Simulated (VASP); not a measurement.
Al:

```
Al
1.0
    -1.41220    1.41220    2.14846
     1.41220   -1.41220    2.14846
     1.41220    1.41220   -2.14846
Al
1
Cartesian
  0.0000 0.0000 0.0000
```

The cell was built by a generator and needn't be a form met in nature.

```yaml
Program: VASP 6.6.1
Task: relaxation of cell and atoms
Functional: PBEsol
Potentials_or_basis: VASP PAW PBE potentials, release 64 (Al)
Cutoff: 600 eV
k_mesh: 8 × 8 × 8
Occupations: gaussian, width 0.1 eV
Spin: no spin polarisation
```

At the start: pressure -4.1 GPa; volume 17.14 Å³/atom.

**Question.** Where does the relaxation end?

**Answer.** Over 15 steps the energy falls by 23.2 meV/atom and the volume is 16.26 Å³/atom (-5.1 %); space group Fm-3m (No. 225, to 0.05 Å).

Step by step:
```csv
step,energy change (eV),largest force (eV/Å),pressure (GPa),volume (Å³)
1,0.0000,0.0000,-4.10,17.14
2,-0.0146,0.0000,0.59,16.07
3,-0.0147,0.0000,0.15,16.16
4,-0.0147,0.0000,0.06,16.18
5,-0.0149,0.0000,-0.06,16.20
6,-0.0151,0.0000,-0.15,16.23
7,-0.0158,0.0000,-0.27,16.28
8,-0.0207,0.0000,-0.81,16.39
9,-0.0181,0.0000,-1.77,16.59
10,-0.0222,0.0000,-1.18,16.46
11,-0.0223,0.0000,-1.16,16.45
12,-0.0224,0.0000,-1.10,16.44
13,-0.0226,0.0000,-1.02,16.42
14,-0.0229,0.0000,-0.74,16.37
15,-0.0232,0.0000,-0.20,16.26
```

Final structure:
```
Al
1.0
    -1.42190    1.42190    2.01081
     1.42190   -1.42190    2.01081
     1.42190    1.42190   -2.01081
Al
1
Direct
  0.00000 0.00000 0.00000
```

Caveat: the k mesh is coarse (spacing up to 0.39 Å⁻¹), so the values aren't converged; the PAW data sets were made with another functional, which shifts forces and pressure a little.
